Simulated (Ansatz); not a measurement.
Born–Oppenheimer molecular dynamics of a periodic cell of 18 atoms, C (surface graphene monolayer). It goes on from the last frame of an earlier run, with new velocities.

Theory: Ansatz 0.2.0, DFT PBE-D3(BJ), scalar-relativistic, plane waves, PAW. Settings: cutoff 420 eV, k mesh 2x2x1, fermi-dirac smearing 0.05 eV, no spin polarisation.

```yaml
ensemble: NVT, Nosé–Hoover chain
time_step: 6 fs
steps_asked: 100
set_temperature: 750 K
thermostat: time constant 50 fs, chain length 5
seed: 374203
```

First frame:

```xyz
18
Lattice="7.3980 0.0000 0.0000 -3.6990 6.4069 0.0000 0.0000 0.0000 13.0000" Properties=species:S:1:pos:R:3
C -0.025 0.062 1.099
C 1.234 0.767 1.065
C -1.214 2.166 1.045
C -0.042 2.886 1.070
C -2.454 4.346 0.932
C -1.265 4.987 0.944
C 2.430 0.009 0.940
C 3.687 0.757 0.918
C 1.310 2.156 1.067
C 2.537 2.841 0.892
C -0.004 4.258 1.001
C 1.230 5.046 0.980
C 4.960 -0.004 0.977
C 6.083 0.736 1.037
C 3.740 2.130 0.866
C 4.945 2.890 0.938
C 2.505 4.317 0.909
C 3.706 5.058 1.040
```

Question: What does the run give?

Answer: The calculation hadn't finished when its time ran out.

```
steps done                                               : 89
time covered                                             : 534 fs
mean temperature over the second half                    : 107848 K
spread of the potential energy over the second half      : 2840.1 meV per atom
mean potential energy of the second half above the start : 5228.1 meV per atom
```

The conserved energy changed by up to 7.3e+06 meV per atom, so the integration failed: the time step of 6 fs is too long for the fastest motions that this run met, and the later frames carry no physical meaning.

Question: What happens to the structure?

Answer: Mean squared displacements from the first frame to the last, about the centre of mass: C 532.06 Å². This is one draw of velocities; another would differ in detail.

Question: How do temperature and energy run in time?

Answer: 
```json
{"time (fs)": "0.0", "T (K)": "750", "potential energy less start (eV)": "0.000", "conserved less start (meV/atom)": "0.00"}
{"time (fs)": "42.0", "T (K)": "2203", "potential energy less start (eV)": "7.993", "conserved less start (meV/atom)": "612.23"}
{"time (fs)": "84.0", "T (K)": "12045", "potential energy less start (eV)": "66.462", "conserved less start (meV/atom)": "2608948.89"}
{"time (fs)": "126.0", "T (K)": "14801", "potential energy less start (eV)": "67.528", "conserved less start (meV/atom)": "3170110.88"}
{"time (fs)": "168.0", "T (K)": "159541", "potential energy less start (eV)": "95.057", "conserved less start (meV/atom)": "3329440.94"}
{"time (fs)": "210.0", "T (K)": "7274", "potential energy less start (eV)": "74.598", "conserved less start (meV/atom)": "3366645.16"}
{"time (fs)": "252.0", "T (K)": "208977", "potential energy less start (eV)": "150.896", "conserved less start (meV/atom)": "3453329.75"}
{"time (fs)": "294.0", "T (K)": "10119", "potential energy less start (eV)": "77.584", "conserved less start (meV/atom)": "3677533.14"}
{"time (fs)": "336.0", "T (K)": "9773", "potential energy less start (eV)": "67.763", "conserved less start (meV/atom)": "3686093.91"}
{"time (fs)": "378.0", "T (K)": "16116", "potential energy less start (eV)": "69.951", "conserved less start (meV/atom)": "4037115.59"}
{"time (fs)": "420.0", "T (K)": "48312", "potential energy less start (eV)": "79.677", "conserved less start (meV/atom)": "4183297.78"}
{"time (fs)": "462.0", "T (K)": "208873", "potential energy less start (eV)": "76.714", "conserved less start (meV/atom)": "4691306.56"}
{"time (fs)": "504.0", "T (K)": "20583", "potential energy less start (eV)": "69.949", "conserved less start (meV/atom)": "6142338.45"}
```

The run took 20 min on 1 thread of Arm Neoverse V2 (shared host), peak memory 0.69 GiB.
